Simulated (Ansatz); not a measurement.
# Run times of several calculations on Si3N4

Cell: 14 atoms, space group P6_3, a = 7.595 Å, b = 7.595 Å, c = 2.902 Å, α = 90.00°, β = 90.00°, γ = 120.00°.

All runs are DFT with Ansatz 0.2.0 on 1 thread of Intel Xeon Platinum 8175M CPU @ 2.50GHz (Skylake/Cascade Lake) (x86_64; 16 cores open to the job, memory cap 2.5 GiB, no GPU), a shared host.

Q: Rank the runs by wall time, shortest first.
A. single point at relaxed positions, r2SCAN, 500 eV, 4×4×10 k-points, smearing 0.02 eV
B. relaxation of the ions, PBE, 420 eV, 4×4×10 k-points, smearing 0.02 eV
C. single point, PBE, 420 eV, 4×4×10 k-points, smearing 0.02 eV

A: C (27 s, 0.56 GiB), A (48 s, 0.88 GiB), B (3.6 min, 0.6 GiB).
